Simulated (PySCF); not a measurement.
Isomers of C4H6, one conformer each. The calculation used core-valence-separated Tamm–Dancoff BHandHLYP/aug-pcX-1 (pcseg-1 on H) in PySCF, non-relativistic, gas phase, PBE0-D3(BJ)/def2-SVP geometry. Absolute energies from this functional tend to lie a few eV below measured edges; no shift was applied.

P. `C1=CCC1` (cyclobutene)
Q. `CC1=CC1` (1-methylcyclopropene)

Main lines, eV (oscillator strength):
1. C K: 282.8 (0.122), 285.8 (0.023), 285.9 (0.028), 286.2 (0.051), 286.4 (0.030)
2. C K: 283.1 (0.060), 283.1 (0.060), 286.0 (0.007), 286.0 (0.011), 286.5 (0.030)
Listed: the first five lines at most of each edge with a tenth or more of its strongest line's intensity; roots within 0.03 eV on the same or equivalent atoms are summed. Only the lowest roots were sought, and the top ones are left out.

Q: Which spectrum belongs to which isomer?

A: 1 = P, 2 = Q.
- P: first C line listed at 282.8 eV, hole on the alkene CH carbon.
- Q: first C line listed at 283.1 eV, hole on the alkene CH carbon (1s→π*).

Q: What are the ground-state energies of the isomers at BHandHLYP/aug-pcX-1 (pcseg-1 on H), relative to the lowest?

A: P 0.0, Q 77.2 kJ/mol (electronic energies on these geometries, no dispersion or zero-point terms).
